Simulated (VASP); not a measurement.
**VASP inputs for SiO₂ (strained rutile)**

INCAR

```
LASPH = .TRUE.
ENCUT = 520
SIGMA = 0.01
LCHARG = .FALSE.
ISMEAR = 0
ISIF = 2
METAGGA = R2SCAN
NBANDS = 25
NSW = 0
NELM = 120
EDIFF = 1E-7
ALGO = Normal
IBRION = -1
PREC = Accurate
LWAVE = .FALSE.
LREAL = .FALSE.
```

KPOINTS

```
KPOINTS created by Atomic Simulation Environment
0
Gamma
6 6 10
0 0 0
```

KPOINTS_OPT

```
special points
6
Reciprocal
0.0000000000 0.0000000000 0.0000000000 1
0.0000000000 0.5000000000 0.0000000000 1
0.5000000000 0.5000000000 0.0000000000 1
0.0000000000 0.0000000000 0.5000000000 1
0.0000000000 0.5000000000 0.5000000000 1
0.5000000000 0.5000000000 0.5000000000 1
```

POSCAR

```
Si O
 1.0000000000000000
     4.1851887985999996    0.0000000000000000    0.0000000000000000
     0.0000000000000000    4.1851887985999996    0.0000000000000000
     0.0000000000000000    0.0000000000000000    2.7222166888000001
 Si  O
   2   4
Cartesian
  0.0000000000000000  0.0000000000000000  0.0000000000000000
  2.0925943992999998  2.0925943992999998  1.3611083444000001
  1.2806985796412340  1.2806985796412340  0.0000000000000000
  0.8118958196587656  3.3732929789412340  1.3611083444000001
  3.3732929789412340  0.8118958196587656  1.3611083444000001
  2.9044902189587654  2.9044902189587654  0.0000000000000000
```

VASP ran with the recommended PBE PAW datasets (32 valence electrons in the cell).

**Question.** Predict the results.

**Answer.** gap between bands v and c 6.06 eV; least direct gap 6.06 eV; pressure -6.9 GPa; largest force 0.01 eV/Å.

Band v is the last that the valence electrons fill when counted band by band, and c is the next. Levels in eV from the top of v:

| point | v−1 | v | c | c+1 |
| --- | --- | --- | --- | --- |
| Γ | -0.85 | 0.00 | 6.06 | 7.25 |
| X | -1.03 | -1.03 | 8.25 | 8.25 |
| M | -2.19 | -2.19 | 7.96 | 7.96 |
| Z | -2.63 | -2.63 | 9.89 | 9.89 |
| R | -1.74 | -1.74 | 9.62 | 9.62 |
| A | -1.55 | -1.55 | 7.95 | 7.95 |
